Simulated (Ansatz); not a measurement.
Geometry optimisation in Ansatz: input, command and trajectory.

```yaml
crystal:
  lattice:
    - [2.9221509741, -3.8781681469, 0.0]
    - [2.9221509741, 3.8781681469, 0.0]
    - [0.0, 0.0, 9.0238342569]
  atoms:
    - { symbol: K, position: [0.75, 0.25, 0.75] }
    - { symbol: K, position: [0.25, 0.75, 0.25] }
    - { symbol: I, position: [0.0, 0.5, 0.0] }
    - { symbol: I, position: [0.5, 0.0, 0.0] }
basis:
  ecutwfc: 420
kpoints:
  mp_grid: { grid: [4, 4, 2] }
hamiltonian:
  xc: pbe
scf:
  occupations: { method: gaussian, width: 0.1 }
  lower_state_search: "off"
output:
  forces: true
  stress: true
  eigenvalues: true
relax:
  adjacent_minimum: "off"
  f_tol: 0.04
  max_steps: 70
  cell: { stress_tol: 0.4 }
```

```bash
ansatz run input.yaml --threads 1 --pin off --max-ram 2560MiB --backend cpu --events-out ev --progress --plain --runs-dir out
```

The calculation used Ansatz 0.2.0, DFT PBE, scalar-relativistic, plane waves, PAW.

Of 32 frames 10 are shown, positions in Å and forces in eV/Å; the SCF threshold varies from step to step. Steps run on the plane waves of an earlier cell, with a Pulay correction in the pressure. The basis is chosen afresh for the last frame, the zero of the energies, and at times for earlier ones too; energy and pressure step there, also at an unchanged geometry. Here that happened at steps 22 (-91 meV/atom, 2.3 GPa), 28 (-8 meV/atom, 0.3 GPa); the frames before carry an error of that size.

```xyz
4
Lattice="2.9222 -3.8782 0.0000 2.9222 3.8782 0.0000 0.0000 0.0000 9.0238" Properties=species:S:1:pos:R:3:forces:R:3 pbc="T T T" step=1 free_energy_over_end_meV_per_atom=1630.53 pressure_GPa=11.88
K     2.9222   -1.9391    6.7679    0.0000    0.0000   -4.4959
K     2.9222    1.9391    2.2560    0.0000    0.0000    4.4959
I     1.4611    1.9391    0.0000    0.0000    0.0000    0.0000
I     1.4611   -1.9391    0.0000    0.0000    0.0000    0.0000
4
Lattice="3.3129 -4.0932 0.0000 3.3129 4.0932 0.0000 0.0000 0.0000 9.5761" Properties=species:S:1:pos:R:3:forces:R:3 pbc="T T T" step=4 free_energy_over_end_meV_per_atom=792.94 pressure_GPa=1.41
K     3.3129   -2.0466    6.8531    0.0000    0.0000   -0.1648
K     3.3129    2.0466    2.7229    0.0000    0.0000    0.1648
I     1.6565    2.0466    0.0000    0.0000    0.0000    0.0000
I     1.6565   -2.0466    0.0000    0.0000    0.0000    0.0000
4
Lattice="3.6903 -4.3983 0.0000 3.6903 4.3983 0.0000 0.0000 0.0000 8.9917" Properties=species:S:1:pos:R:3:forces:R:3 pbc="T T T" step=8 free_energy_over_end_meV_per_atom=717.30 pressure_GPa=-0.04
K     3.6903   -2.1992    6.4169    0.0000    0.0000    0.0271
K     3.6903    2.1992    2.5748    0.0000    0.0000   -0.0271
I     1.8451    2.1992    0.0000    0.0000    0.0000    0.0000
I     1.8451   -2.1992    0.0000    0.0000    0.0000    0.0000
4
Lattice="3.8728 -4.4561 0.0000 3.8728 4.4561 0.0000 0.0000 0.0000 7.6735" Properties=species:S:1:pos:R:3:forces:R:3 pbc="T T T" step=11 free_energy_over_end_meV_per_atom=667.76 pressure_GPa=-0.25
K     3.8728   -2.2280    5.2792    0.0000    0.0000   -0.1320
K     3.8728    2.2280    2.3942    0.0000    0.0000    0.1320
I     1.9364    2.2280    0.0000    0.0000    0.0000    0.0000
I     1.9364   -2.2280    0.0000    0.0000    0.0000    0.0000
4
Lattice="3.9116 -4.4588 0.0000 3.9116 4.4588 0.0000 0.0000 0.0000 5.9558" Properties=species:S:1:pos:R:3:forces:R:3 pbc="T T T" step=15 free_energy_over_end_meV_per_atom=503.56 pressure_GPa=0.70
K     3.9116   -2.2294    3.6856    0.0000    0.0000   -1.1291
K     3.9116    2.2294    2.2701    0.0000    0.0000    1.1291
I     1.9558    2.2294    0.0000    0.0000    0.0000    0.0000
I     1.9558   -2.2294    0.0000    0.0000    0.0000    0.0000
4
Lattice="3.9084 -4.4656 0.0000 3.9084 4.4656 0.0000 0.0000 0.0000 5.5235" Properties=species:S:1:pos:R:3:forces:R:3 pbc="T T T" step=18 free_energy_over_end_meV_per_atom=342.42 pressure_GPa=0.00
K     3.9084   -2.2328    3.0594    0.0000    0.0000   -0.6327
K     3.9084    2.2328    2.4641    0.0000    0.0000    0.6327
I     1.9542    2.2328    0.0000    0.0000    0.0000    0.0000
I     1.9542   -2.2328    0.0000    0.0000    0.0000    0.0000
4
Lattice="3.8978 -4.5129 0.0000 3.8978 4.5129 0.0000 0.0000 0.0000 5.3692" Properties=species:S:1:pos:R:3:forces:R:3 pbc="T T T" step=22 free_energy_over_end_meV_per_atom=199.40 pressure_GPa=2.35
K     3.8978   -2.2564    2.6899    0.0000    0.0000   -0.0135
K     3.8978    2.2564    2.6793    0.0000    0.0000    0.0135
I     1.9489    2.2564    0.0000    0.0000    0.0000    0.0000
I     1.9489   -2.2564    0.0000    0.0000    0.0000    0.0000
4
Lattice="4.3361 -4.9368 0.0000 4.3361 4.9368 0.0000 0.0000 0.0000 5.1816" Properties=species:S:1:pos:R:3:forces:R:3 pbc="T T T" step=25 free_energy_over_end_meV_per_atom=52.06 pressure_GPa=0.86
K     4.3361   -2.4684    2.5913    0.0000    0.0000   -0.0009
K     4.3361    2.4684    2.5904    0.0000    0.0000    0.0009
I     2.1680    2.4684    0.0000    0.0000    0.0000    0.0000
I     2.1680   -2.4684    0.0000    0.0000    0.0000    0.0000
4
Lattice="4.7494 -5.2696 0.0000 4.7494 5.2696 0.0000 0.0000 0.0000 4.9938" Properties=species:S:1:pos:R:3:forces:R:3 pbc="T T T" step=29 free_energy_over_end_meV_per_atom=4.79 pressure_GPa=0.22
K     4.7494   -2.6348    2.4969    0.0000    0.0000    0.0000
K     4.7494    2.6348    2.4969    0.0000    0.0000    0.0000
I     2.3747    2.6348    0.0000    0.0000    0.0000    0.0000
I     2.3747   -2.6348    0.0000    0.0000    0.0000    0.0000
4
Lattice="4.9062 -5.5531 0.0000 4.9062 5.5531 0.0000 0.0000 0.0000 4.9199" Properties=species:S:1:pos:R:3:forces:R:3 pbc="T T T" step=32 free_energy_over_end_meV_per_atom=0.00 pressure_GPa=0.04
K     4.9062   -2.7766    2.4596    0.0000    0.0000    0.0004
K     4.9062    2.7766    2.4603    0.0000    0.0000   -0.0004
I     2.4531    2.7766    0.0000    0.0000    0.0000    0.0000
I     2.4531   -2.7766    0.0000    0.0000    0.0000    0.0000
```

The start is a random arrangement. The cell swells from 51.1 to 67.0 Å³ an atom, so the end can be far from any stable crystal. At the end the space group is P4/mmm (tolerance 0.05 Å).

It took 5.2 min on 1 thread of Intel(R) Xeon(R) Platinum 8259CL CPU @ 2.50GHz (Skylake/Cascade Lake), on a shared host, peak memory 0.56 GiB.

The k mesh is coarse.